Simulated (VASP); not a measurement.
Input of a VASP 6.6.1 run:

The input INCAR:

```
  ALGO = Normal
  EDIFF = 1E-6
  ENCUT = 520
  GGA = PE
  ISIF = 2
  ISMEAR = 0
  LASPH = T
  LCHARG = T
  LELF = T
  LREAL = F
  LVHAR = T
  LWAVE = F
  NBANDS = 11
  NELM = 60
  PREC = Accurate
  SIGMA = 0.01
```

File KPOINTS:

```
k-points
0
Gamma
  6 6 6
```

File POSCAR:

```
BeS
1.0
    0.0000000000      2.4343062304      2.4343062304
    2.4343062304      0.0000000000      2.4343062304
    2.4343062304      2.4343062304      0.0000000000
Be S
1 1
Direct
    0.0000000000      0.0000000000      0.0000000000
    0.2500000000      0.2500000000      0.2500000000
```

Potentials or basis: VASP PAW PBE potentials, release 64 (Be, S).

Launch:

```console
$ cat potpaw_PBE.64/Be/POTCAR potpaw_PBE.64/S/POTCAR > POTCAR
$ mpirun -np 1 vasp_std > vasp.out
```

(1) What does it give for the band gap on the k mesh?

(2) Predict the pressure.

## Answers

(1) 3.14 eV, indirect (least direct gap 5.67 eV).

(2) 0.5 GPa.
